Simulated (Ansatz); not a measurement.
## How far is PAW off for Ga$_{2}$O$_{3}$?

```yaml
crystal:
  lattice:
    - [3.02465, 0.00000, 0.00000]
    - [-1.51232, 2.61942, 0.00000]
    - [0.00000, 0.00000, 7.51944]
  atoms:
    - { symbol: Ga, position: [0.33333, 0.66667, 0.18828] }
    - { symbol: Ga, position: [0.66667, 0.33333, 0.81172] }
    - { symbol: O, position: [0.00000, 0.00000, 0.00000] }
    - { symbol: O, position: [0.33333, 0.66667, 0.71345] }
    - { symbol: O, position: [0.66667, 0.33333, 0.28655] }
```

Atoms are numbered in the order listed.

The structure comes from a relaxation in the same program, started in the La2O3 type, and has space group P-3m1. Whether it is a known phase or the ground state wasn't checked.

Levels of theory: DFT, PBE, PAW with Ansatz's default frozen-core files, scalar-relativistic (Ansatz 0.2.0); DFT, PBE, all-electron PAW with datasets made for the crystal, scalar-relativistic (Ansatz 0.2.0); DFT, PBE, all-electron LAPW, scalar-relativistic (Ansatz 0.2.0).

For PAW: a Γ-centred 11×11×7 k mesh, Fermi–Dirac smearing of 0.08 eV, cutoff 420 eV, no spin polarisation. The crystal-made all-electron datasets (AE datasets) take a cutoff of 500 eV at this cell. LAPW targets a basis error of 1 meV/atom. The Ansatz runs share mesh, smearing and spin set-up. Plane-wave (PAW) pressures include the program's estimate of the Pulay term.

Stress and pressure are positive in compression.

Levels count from the top of the valence band.

| quantity | PAW | AE datasets | LAPW |
| --- | --- | --- | --- |
| pressure (GPa) | 0.01 | -0.03 | -0.03 |
| stress xx (GPa) | -0.01 | -0.07 | -0.06 |
| stress zz (GPa) | 0.04 | 0.03 | 0.04 |
| band gap (eV) | 2.562 | 2.570 | 2.568 |
| highest filled level at K (eV) | -0.563 | -0.563 | -0.565 |
| lowest empty level at K (eV) | 6.741 | 6.747 | 6.745 |
| highest filled level at L (eV) | -0.117 | -0.117 | -0.119 |
| lowest empty level at L (eV) | 4.608 | 4.612 | 4.610 |
| highest filled level at H (eV) | -0.611 | -0.611 | -0.613 |
| lowest empty level at H (eV) | 6.767 | 6.773 | 6.772 |
| field gradient Vzz at Ga1 (10²¹ V/m²) | 9.09 | 9.16 | – |
| field gradient Vzz at O3 (10²¹ V/m²) | -1.05 | -1.04 | – |
| field gradient Vzz at O4 (10²¹ V/m²) | -6.91 | -6.84 | – |

PAW's pressure differs from the LAPW value by +0.04 GPa.
